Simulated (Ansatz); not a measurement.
# Al: what symmetry allows forces and stress to be

```
Al
1.0
     2.77011    0.00000    0.00000
    -1.38506    2.39899    0.00000
     0.00000    0.00000    9.27648
Al
4
Direct
  0.00000 0.00000 0.00653
  0.33333 0.66667 0.24347
  0.00000 0.00000 0.50653
  0.66667 0.33333 0.74347
```

Level of theory: DFT PBE, scalar-relativistic, plane waves, PAW in Ansatz 0.2.0.

Cutoff 420 eV; k points 18×18×6 on the computed 4-atom cell (Γ-centred); Gaussian smearing, width 0.10 eV; no spin polarisation.

This distorted cell has space group P6_3mc, with 12 operations.

**Question.** Without a calculation: in which directions can each atom feel a force?

**Answer.** A force must be left unchanged by every operation that keeps its atom in place, so it lies in the space that those operations leave fixed. Atoms that the group maps onto each other feel forces of one size.
```json
{"atom": "Al1", "site symmetry": "3m.", "operations at the site": "6", "equivalent to atom": "1", "allowed force (Cartesian)": "along (0.00, 0.00, 1.00)"}
{"atom": "Al2", "site symmetry": "3m.", "operations at the site": "6", "equivalent to atom": "2", "allowed force (Cartesian)": "along (0.00, 0.00, 1.00)"}
{"atom": "Al3", "site symmetry": "3m.", "operations at the site": "6", "equivalent to atom": "1", "allowed force (Cartesian)": "along (0.00, 0.00, 1.00)"}
{"atom": "Al4", "site symmetry": "3m.", "operations at the site": "6", "equivalent to atom": "2", "allowed force (Cartesian)": "along (0.00, 0.00, 1.00)"}
```

That leaves 2 independent force components of 12, tied by 1 condition that the forces sum to zero, so 1 remains. A relaxation in this cell that keeps the symmetry moves the atoms in these directions alone.

**Question.** And the stress tensor?

**Answer.** It must be invariant under the point group, which leaves 2 independent components: yz, xz, xy vanish; xx = yy.

**Question.** Do the computed values obey this?

**Answer.** Yes. Forces (eV/Å):
```
Al1  0.000  0.000 -0.727
Al2  0.000  0.000  0.727
Al3  0.000  0.000 -0.727
Al4  0.000  0.000  0.727
```

Stress (GPa, compression positive, xx yy zz yz xz xy): 7.95 7.95 5.80 0.00 0.00 0.00. The program imposes the same operations on density, forces and stress, so this confirms the analysis and is no independent test of the calculation.

This form isn't the element's structure at ambient conditions.